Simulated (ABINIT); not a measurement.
Crystal: Ge.

```
Ge
1.0
     1.39715   -2.60052    0.00000
     1.39715    2.60052    0.00000
     0.00000    0.00000    2.69823
Ge
1
Direct
  0.50000 0.50000 0.00000
```

This isn't the form of Ge at room conditions, which is diamond.

Base run:

```yaml
Program: ABINIT 10.8.3 (patched build)
Functional: LDA
Potentials_or_basis: PseudoDojo NC SR LDA v0.4 stringent
Cutoff: 1524 eV
k_mesh: 8 × 8 × 8
Occupations: fermi-dirac, width 0.05 eV
Spin: no spin polarisation
```

Its results: band gap on the k mesh none (metal or under the smearing width); pressure -7.5 GPa.

Task: The run is repeated on the same cell with these changes: k mesh from 8 × 8 × 8 to 12 × 12 × 12. What comes out?

Result: Band gap on the k mesh none (metal or under the smearing width); pressure -7.1 GPa.

Not every run made on this cell is shown here.
